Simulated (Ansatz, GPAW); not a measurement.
# Geometry or basis: what sets the conductance of an Ir chain with an Ag atom bridging one bond, part 4 of 4

Wanted: T(E) of an Ir chain with an Ag atom bridging one bond at a relaxed geometry in two programs, beside the unrelaxed structure.

GPAW 26.7.0 and Ansatz 0.2.0; Ansatz plane waves; relaxation of the junction with the lead ends held; PAW set soft_1 (the session's first sound run).

So far, transmission at the Fermi level (one spin): step 3 (plane-wave reference (PBE)) 3.18; step 5 (GPAW, szp: basis = "szp(dzp)", PBE, GPAW) 3.19; step 6 (minimal basis, PBE, GPAW) 3.19; step 7 (RPBE in the dzp basis: xc = "RPBE") 3.18; step 8 (without the relaxation: geometry = "as built", PBE, GPAW) 5.14.

**10. Comparison**

The curves are compared point by point over the common energies.

This step: comparison of transmission and cost over codes, levels and geometry; PAW set soft_1 (GPAW 26.7.0).

Ladder, by row:

```
    step    code  T at the Fermi level (sum over the listed spins)  conductance (G0)  r.m.s. T(E) from the first  wall time (s)  peak memory (GiB)  threads
  pw-pbe  Ansatz                                             3.177             3.116                           0          169.7              4.715        4
     dzp    GPAW                                             3.188             3.152                      0.1308          383.2               1.41        1
     szp    GPAW                                             3.193             3.157                      0.2078          202.3               1.35        1
      sz    GPAW                                             3.194              3.16                      0.2164          157.3                1.3        1
dzp-RPBE    GPAW                                             3.176             3.137                      0.1249          346.4               1.41        1
 asbuilt    GPAW                                             5.135             4.887                       1.024          306.1               1.42        1
```

Table of transmission, zone mean, sum over the listed spins by energy, zero at the Fermi level:

```
energy (eV)  pw-pbe    dzp    szp     sz  dzp-RPBE  asbuilt
     -2.000    1.66   1.86   2.00   2.05      1.88     2.47
     -1.800    2.11   2.11   2.20   2.26      2.11     2.66
     -1.600    2.40   2.40   2.47   2.54      2.40     2.80
     -1.400    2.80   2.74   2.79   2.85      2.74     2.79
     -1.200    3.16   3.13   3.15   3.19      3.14     4.29
     -1.000    3.89   3.65   3.57   3.59      3.66     4.71
     -0.800    4.77   4.67   4.62   4.54      4.67     4.95
     -0.650    5.02   4.98   4.93   4.82      4.98     5.07
     -0.600    4.99   5.04   5.02   4.93      5.03     5.08
     -0.575    4.95   5.05   5.05   4.96      5.04     5.09
     -0.550    4.88   5.04   5.06   4.99      5.03     5.11
     -0.525    4.80   5.01   5.06   4.99      4.99     5.14
     -0.400    4.31   4.56   4.67   4.64      4.53     5.21
     -0.200    3.58   3.72   3.80   3.81      3.70     5.36
      0.000    3.18   3.19   3.19   3.19      3.18     5.14
      0.200    2.16   2.02   1.92   1.88      2.03     3.61
      0.400    2.10   2.08   2.04   2.03      2.08     3.53
      0.600    1.99   1.93   1.95   1.94      1.93     3.39
      0.800    1.70   1.68   1.77   1.78      1.67     3.00
      1.000    1.58   1.69   1.81   1.82      1.67     2.68
      1.200    1.68   1.56   1.19   1.23      1.55     2.49
      1.400    1.26   1.04   1.00   1.01      1.02     2.20
      1.600    1.01  0.995   1.00   1.00     0.994     1.93
      1.800    1.00   1.00   1.01   1.01      1.00     1.88
      2.000    1.00  0.915  0.910  0.908     0.915    0.995
```

**11. SCF mesh 1×1×1, potential alignment off, grid spacing 0.14**

The SCF mesh sets the Fermi level of the repeated cell. Without the shift, lead and junction are matched by their Fermi levels alone. The real-space grid carries density and potential; a coarse one breaks translation symmetry along the lead and scatters electrons that should pass.

This step: GPAW LCAO, PAW setups; Landauer transmission from Green's functions with principal layers (ASE), zero bias (GPAW 26.7.0).

Input file run.py:

```python
import json
import numpy as np
from ase import Atoms
from ase.transport.calculators import TransportCalculator
from gpaw import GPAW, FermiDirac
from gpaw.lcao.tools import get_lcao_hamiltonian
from scipy.linalg import eigh

# The junction with lead layers at both ends, along the third cell vector
device = Atoms(
    ['Ir', 'Ir', 'Ir', 'Ir', 'Ir', 'Ir', 'Ir', 'Ir', 'Ag', 'Ir', 'Ir', 'Ir', 'Ir', 'Ir', 'Ir', 'Ir', 'Ir'],
    positions=[
        [4.50000, 4.50000, 1.15000],
        [4.50000, 4.50000, 3.45000],
        [4.50000, 4.50000, 5.75000],
        [4.50000, 4.50000, 8.05000],
        [4.50000, 4.50000, 10.35000],
        [4.50000, 4.50000, 12.65000],
        [4.62287, 4.01123, 15.01661],
        [4.51624, 4.81485, 17.27167],
        [6.85729, 4.69752, 18.50959],
        [4.55717, 4.18658, 19.72031],
        [4.55107, 4.98497, 21.98292],
        [4.50000, 4.50000, 24.35000],
        [4.50000, 4.50000, 26.65000],
        [4.50000, 4.50000, 28.95000],
        [4.50000, 4.50000, 31.25000],
        [4.50000, 4.50000, 33.55000],
        [4.50000, 4.50000, 35.85000]],
    cell=[[9.0, 0.0, 0.0], [0.0, 9.0, 0.0], [0.0, 0.0, 37.0]],
    pbc=True)

# One principal layer of the lead: the first 5 atoms of the device
lead = Atoms(
    ['Ir', 'Ir', 'Ir', 'Ir', 'Ir'],
    positions=[
        [4.50000, 4.50000, 1.15000],
        [4.50000, 4.50000, 3.45000],
        [4.50000, 4.50000, 5.75000],
        [4.50000, 4.50000, 8.05000],
        [4.50000, 4.50000, 10.35000]],
    cell=[[9.0, 0.0, 0.0], [0.0, 9.0, 0.0], [0.0, 0.0, 11.5]],
    pbc=True)

settings = dict(mode='lcao', basis='dzp', xc='PBE', h=0.14,
                occupations=FermiDirac(0.1), maxiter=250,
                mixer=dict(beta=0.1, nmaxold=8, weight=100.0),
                convergence=dict(density=0.0001))
energies = np.arange(-2, 2 + 1e-9, 0.025)
eta = 0.0001
n1, n2 = 1, 1
# k and -k transmit alike, so half of the mesh across the current serves
mesh = [(i, j) for i in range(n1) for j in range(n2) if (i, j) <= (-i % n1, -j % n2)]
weights = np.array([1 if (i, j) == (-i % n1, -j % n2) else 2 for i, j in mesh]) / (n1 * n2)

# [... helper functions left out ...]
fermi_lead = ground_state(lead, (1, 1, 10), 'lead.txt')
fermi_device = ground_state(device, (1, 1, 1), 'device.txt')
# [... loop over the mesh left out, but for ...]
        # Lead and device are aligned by their Fermi levels alone
        shift = 0.0
# [...]
kT = 8.617333e-5 * 300
bias = [0.1, 0.2, 0.5, 1.0, 1.5, 2.0]
# [... integrals and printing left out ...]
```

Launch:

```sh
OMP_NUM_THREADS=1 OPENBLAS_NUM_THREADS=1 python run.py
```

The log of the run:

```text
basis functions: device 459, principal layer 135
Fermi level: lead -3.8818 eV, device -3.6758 eV; lead shifted by 0.0000 eV
largest coupling past the next layer 1.48e-06 eV, largest misfit of the first layer 0.187 eV
  E-E_F (eV)   T (one spin)  channels
    -2.000    1.8765e+00    4.0000
    -1.975    1.9106e+00    4.0000
    -1.950    1.9491e+00    4.0000
    -1.925    1.9876e+00    4.0000
    -1.900    2.0239e+00    4.0000
    -1.875    2.0567e+00    4.0000
    -1.850    2.0871e+00    4.0000
    -1.825    2.1153e+00    4.0000
    -1.800    2.1429e+00    4.0000
    -1.775    2.1709e+00    4.0000
    -1.750    2.2002e+00    4.0000
    -1.725    2.2297e+00    4.0000
    -1.700    2.2626e+00    4.0000
    -1.675    2.2969e+00    4.0000
    -1.650    2.3329e+00    4.0000
    -1.625    2.3705e+00    4.0000
[...]
1.825    9.9836e-01    3.0000
     1.850    9.9368e-01    3.0000
     1.875    9.8660e-01    3.0000
     1.900    9.7561e-01    3.0000
     1.925    9.5508e-01    3.0000
     1.950    9.2023e-01    1.0000
     1.975    9.1633e-01    1.0000
     2.000    9.1524e-01    1.0000
conductance at 300 K: 3.1231 G0 a cell; thermopower 10.03 uV/K
current from the zero-bias T(E) at 0.1 V: 24.047 uA
current from the zero-bias T(E) at 0.2 V: 47.322 uA
current from the zero-bias T(E) at 0.5 V: 114.9 uA
current from the zero-bias T(E) at 1.0 V: 241.15 uA
current from the zero-bias T(E) at 1.5 V: 373.16 uA
current from the zero-bias T(E) at 2.0 V: 488.84 uA
```

Wall time 9.3 min (1 thread of Arm Neoverse V1, shared host); peak memory 3.9 GiB.

The run finished with changed settings (scf_mesh = [1, 1, 1], align = false and h = 0.14); it serves as a test.

The two runs compared:

```
                                           quantity  this run   sound run  difference
                                   conductance (G₀)    3.1231      3.1523     -0.0292
largest coupling past the next principal layer (eV)  1.484e-6    1.484e-6    -5.6e-11
   largest misfit of the first principal layer (eV)   0.18698     0.10111      0.0859
                    shift that aligns the lead (eV)         0  -0.0032344     0.00323
         transmission at the Fermi level (one spin)    3.1759      3.1881     -0.0122
```

One result that differs is the largest misfit of the first principal layer, 0.187 eV against 0.101 eV.

**12. What came out**

* conductance: 3.15 G₀
* transmission at the Fermi level, mean of the spins: 3.19

**Reading.** In the dzp basis the junction conducts 3.15 G₀ at 300 K, with T = 3.19 a spin at the Fermi level; the sz basis reaches that conductance within 10 %. Relaxation moved atoms by up to 0.51 Å and took the conductance from 4.89 to 3.15 G₀, as a ratio a larger change than the step from dzp to the minimal basis. Plane waves (PBE) give T = 3.18 there. At the Fermi level the three most open eigenchannels pass 0.99, 0.96 and 0.95. Measured against the first run (pw-pbe), the nearest curve is that of dzp-RPBE (r.m.s. 0.12) and the farthest that of asbuilt (1.0). Over the compared runs wall time goes from 157 s (sz) to 383 s (dzp), on a shared host; the plane-wave run used 4 threads and the orbital runs 1. The leads kept an estimated spacing and the cell its length, so the junction may be under some tension or compression. The run had no spin polarisation, so a magnetic state, which chains and small molecules with open shells often have, wasn't tested. Spin-orbit coupling is left out, which matters for the heavy atoms here. An evenly spaced straight chain is an idealisation: free chains tend to dimerise, zigzag or, where a band edge lies near the Fermi level, turn magnetic. The currents use the zero-bias T(E) throughout, which holds only while the bias is small against the distance to the nearest feature. The thermopower isn't quoted: it samples T(E) farther from the Fermi level than the conductance does, and the energy grid wasn't tested for it.

[Logs are printed without paths, hosts, clocks, repeated set-up lines and the standing remarks that a program may print on its own settings, such as how far it seeks lower states.]

[Hosts, paths, dates, database ids (printed as entryN), source tags and the programs' standing remarks are cut or masked in the printed files.]
